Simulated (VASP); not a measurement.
Input of a VASP 6.6.1 run:

INCAR

```
SYSTEM = Si
ALGO = Fast
EDIFF = 1E-7
EDIFFG = -0.01
ENCUT = 600
GGA = PS
IBRION = 2
ISIF = 2
ISMEAR = 0
LASPH = .TRUE.
LCHARG = .FALSE.
LREAL = .FALSE.
LWAVE = .FALSE.
NELM = 80
NSW = 40
PREC = Accurate
SIGMA = 0.03
```

File KPOINTS:

```
k-points
0
G
  10 10 10
  0 0 0
```

Contents of POSCAR:

```
Si                                      
1.0
    0.0000000000      2.7358472254      2.7358472254
    2.7358472254      0.0000000000      2.7358472254
    2.7358472254      2.7358472254      0.0000000000
  Si            
     2
Direct
     0.7500000000000000    0.7500000000000000    0.7500000000000000
     0.5000000000000000    0.5000000000000000    0.5000000000000000
```

Potentials or basis: VASP PAW PBE potentials, release 64 (Si).

Command:

```console
$ cat potpaw_PBE.64/Si/POTCAR > POTCAR
$ mpirun -np 1 vasp_std > vasp.out
```

(1) Estimate the band gap on the k mesh.

Answers

(1) 0.50 eV, indirect (least direct gap 2.51 eV).

Caveat: the relaxation stopped at its first step, so nothing moved.
